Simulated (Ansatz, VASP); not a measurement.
One calculation of SiC (Moissanite 3C), two programs

```
Si C
1.0
     0.00000    2.17900    2.17900
     2.17900    0.00000    2.17900
     2.17900    2.17900    0.00000
Si C
1 1
Cartesian
  0.0000 0.0000 0.0000
  3.2685 3.2685 3.2685
```

Alike in both runs: task Born charges and dielectric tensor; functional PBE; k mesh 10 × 10 × 10; no spin polarisation.

|  | VASP | Ansatz |
| --- | --- | --- |
| version | VASP 6.6.1 | Ansatz 0.2.0 |
| potentials or method | VASP PAW PBE potentials, release 64 (Si, C) | Ansatz PAW |
| plane-wave cutoff (eV) | 520 | 420 |
| occupations | fermi-dirac, width 0.05 eV | fixed |
| valence electrons in the cell | 8 | 8 |

VASP gave:

| Quantity | Value |
| --- | --- |
| gap on the k mesh at the Fermi level (eV) | 1.36 |
| least direct gap on the mesh (eV) | 4.54 |
| mean electronic dielectric constant | 7.00 |
| mean Born charge of the atom that differs most (e) | 2.70 |

Q: Estimate Ansatz's values.

A: gap on the k mesh at the Fermi level (eV): 1.36; least direct gap on the mesh (eV): 4.55; mean electronic dielectric constant: 6.96; mean Born charge of the atom that differs most (e): 2.71.

A k mesh can miss the band edges. As with any semilocal functional, this PBE gap is likely too small.
